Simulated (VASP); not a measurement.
Wanted: the native input for a VASP 6.6.1 run.

| Quantity | Value |
| --- | --- |
| Task | Born charges and dielectric tensor |
| Functional | PBE |
| Potentials or basis | VASP PAW PBE potentials, release 64 (Zn, S) |
| Cutoff | 520 eV |
| k mesh | 6 × 6 × 6 |
| Occupations | gaussian, width 0.02 eV |
| Spin | no spin polarisation |
| Further INCAR settings | ALGO = Normal; EDIFF = 1e-08; IBRION = 8; NSW = 1 |

The structure of ZnS lies in POSCAR:

```
ZnS                                     
1.0
    0.0000000000      2.7237985816      2.7237985816
    2.7237985816      0.0000000000      2.7237985816
    2.7237985816      2.7237985816      0.0000000000
  Zn              S             
     1     1
Direct
     0.2500000000000000    0.2500000000000000    0.2500000000000000
     0.0000000000000000    0.0000000000000000    0.0000000000000000
```

One way to write it, as run:

INCAR

```
SYSTEM = ZnS
PREC     = Accurate       ! precision mode
ENCUT    = 520            ! plane-wave cutoff, eV
EDIFF    = 1E-8           ! SCF threshold, eV
ISMEAR   = 0              ! smearing method
SIGMA    = 0.02           ! smearing width, eV
LREAL    = .False.        ! projectors in reciprocal space
LASPH    = .True.         ! aspherical terms in the spheres
NELM     = 100            ! most SCF steps
ALGO     = Normal         ! electronic algorithm
ISIF     = 2              ! what is computed and relaxed
LWAVE    = .False.        ! write WAVECAR
LCHARG   = .False.        ! write CHGCAR
GGA      = PE             ! functional
LEPSILON = .True.         ! dielectric tensor by DFPT
IBRION   = 8              ! ionic algorithm
NSW      = 1              ! ionic steps
```

KPOINTS

```
regular mesh
0
Gamma
  6 6 6
  0 0 0
```

Potentials or basis: VASP PAW PBE potentials, release 64 (Zn, S).

The run is started by

```bash
$ cat potpaw_PBE.64/Zn/POTCAR potpaw_PBE.64/S/POTCAR > POTCAR
$ mpirun -np 1 vasp_std > vasp.out
```

Results of the run:

```json
{
  "Band gap on the k mesh": "2.01 eV, direct",
  "Electronic dielectric tensor (diagonal)": "6.36",
  "Born charges (mean of the diagonal)": "Zn +2.09; S -2.09 e",
  "Highest phonon frequency at Γ, LO-TO splitting left out": "260 cm⁻¹"
}
```

Run time: 4.6 min on 1 thread of Intel(R) Xeon(R) Platinum 8259CL CPU @ 2.50GHz (Skylake/Cascade Lake) (shared host), peak memory 0.23 GiB.
